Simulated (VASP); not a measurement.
Wanted: the native input for a VASP 6.6.1 run.

```
Task                   : band structure
Functional             : PBE
Potentials or basis    : VASP PAW PBE potentials, release 64 (Os_sv_GW)
Cutoff                 : 600 eV
k mesh                 : 11 × 11 × 6
Occupations            : fermi-dirac, width 0.05 eV
Spin                   : no spin polarisation
Further INCAR settings : ALGO = Normal; EDIFF = 1e-06; NBANDS = 23
```

The structure of Os lies in POSCAR:

```
Os
1.0
    2.7341000000      0.0000000000      0.0000000000
   -1.3670500000      2.3678000565      0.0000000000
    0.0000000000      0.0000000000      4.3197000000
Os
2
Direct
    0.6666666667      0.3333333333      0.7500000000
    0.3333333333      0.6666666667      0.2500000000
```

The input as run:

INCAR

```
ALGO = Normal ; EDIFF = 1E-6
ENCUT = 600 ; GGA = PE
ISIF = 2 ; ISMEAR = -1
LASPH = True ; LCHARG = False
LMAXMIX = 4 ; LREAL = False
LWAVE = False ; NBANDS = 23
NELM = 80 ; PREC = Accurate
SIGMA = 0.05
```

KPOINTS

```
k-points
0
Gamma
  11 11 6
```

KPOINTS_OPT

```
path GMKGALHA,LM,KH
10
line-mode
reciprocal
 0.0000000000  0.0000000000  0.0000000000  G
 0.5000000000  0.0000000000  0.0000000000  M

 0.5000000000  0.0000000000  0.0000000000  M
 0.3333333333  0.3333333333  0.0000000000  K

 0.3333333333  0.3333333333  0.0000000000  K
 0.0000000000  0.0000000000  0.0000000000  G

 0.0000000000  0.0000000000  0.0000000000  G
 0.0000000000  0.0000000000  0.5000000000  A

 0.0000000000  0.0000000000  0.5000000000  A
 0.5000000000  0.0000000000  0.5000000000  L

 0.5000000000  0.0000000000  0.5000000000  L
 0.3333333333  0.3333333333  0.5000000000  H

 0.3333333333  0.3333333333  0.5000000000  H
 0.0000000000  0.0000000000  0.5000000000  A

 0.5000000000  0.0000000000  0.5000000000  L
 0.5000000000  0.0000000000  0.0000000000  M

 0.3333333333  0.3333333333  0.0000000000  K
 0.3333333333  0.3333333333  0.5000000000  H
```

Potentials or basis: VASP PAW PBE potentials, release 64 (Os_sv_GW).

The run is started by

```bash
$ cat potpaw_PBE.64/Os_sv_GW/POTCAR > POTCAR
$ mpirun -np 1 vasp_std > vasp.out
```

Results of the run:

```
Pressure                : 8.2 GPa
Band gap along the path : none (metal or under the smearing width)
```

Caveat: spin-orbit coupling is left out, which moves the levels of the heavy elements.

It took 64 s on 1 thread of Intel(R) Xeon(R) Platinum 8375C CPU @ 2.90GHz (Ice Lake), with other jobs on the host, peak memory 0.2 GiB.
